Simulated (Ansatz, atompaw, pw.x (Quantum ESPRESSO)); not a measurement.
selenium: one change to the PAW (atompaw) potential, in the atom and in the sc crystal

Se, PAW, made with atompaw 4.2.0.5 (PBE, scalar-relativistic). Core [Ar] 3d10, reference 4s1.75 4p4.25. Waves: 4s (bound): rc 1.40 bohr; 4s channel at 4.05 Ry: rc 1.40 bohr; 4p (bound): rc 2.00 bohr; 4p channel at 3.65 Ry: rc 2.00 bohr. Local part: bessel scheme, radius 1.85 bohr. Core correction: smooth core density matched at 1.70 bohr. Augmentation charge: besselshape compensation charge, radius 1.95 bohr; PAW radius 2.00 bohr; waves and projectors: custom rrkj vanderbiltortho.

Change: all radii scaled by about 0.88 (s 1.24, p 1.76 bohr); local potential bessel scheme, radius 1.64 bohr; augmentation besselshape compensation charge, radius 1.72 bohr; PAW radius 1.76 bohr; waves and projectors: custom rrkj vanderbiltortho; core correction smooth core density matched at 1.50 bohr.

Cutoffs, loose and tight: the cutoffs (Ry, on a coarse ladder) from which the occupation-weighted sum of valence levels, in a spherical-Bessel basis at the reference potential, stays within 10 and 1 mRy of its value at 400 Ry. They see the waves, projectors and local potential, not the compensation charge or the core.

Crystal test: sc Se in pw.x 7.5, no spin, 12³ k-points, Fermi–Dirac smearing 0.01 Ry, cutoffs set for each file from its atomic test. The reference is all-electron LAPW (Ansatz 0.2.0) with the same functional, mesh and smearing; V0 and B0 come from Birch–Murnaghan fits to the pressures at five volumes. Errors are pseudo minus all-electron; Δ is the rms difference of the E(V) curves that follow from these fits, minima aligned, over ±6 % about the mean V0. Mesh and smearing are coarse, so the numbers serve the comparison and aren't converged zero-temperature values; the lattice is a test structure that the element need not adopt.

All-electron: a0 = 2.833 Å (V0 = 22.73 Å³/atom), B0 = 70.2 GPa.

Q: Does the change bring the crystal closer to the all-electron result?

A: The mean pressure error goes from -2.43 to -4.34 GPa, so the change moves the solid further from the all-electron pressures.

| quantity | base | changed |
| --- | --- | --- |
| outcome (atom) | generated | generated |
| cutoff, loose (atom) | 18 Ry | 25 Ry |
| cutoff, tight (atom) | 35 Ry | 50 Ry |
| bound ghosts (atom) | none | none |
| cutoffs in pw.x (Ry) | 45/450 | 60/600 |
| a0 (Å) | 2.798 | – |
| a0 error (%) | -1.22 | – |
| B0 error (%) | +3.3 | – |
| Δ (meV/atom) | 12.8 | – |
| mean pressure error (GPa) | -2.43 | -4.34 |

A dash: not determined, or the minimum lies outside the volumes sampled.

Base: This is a poor potential for the solid. Changed file: This is a poor potential for the solid.
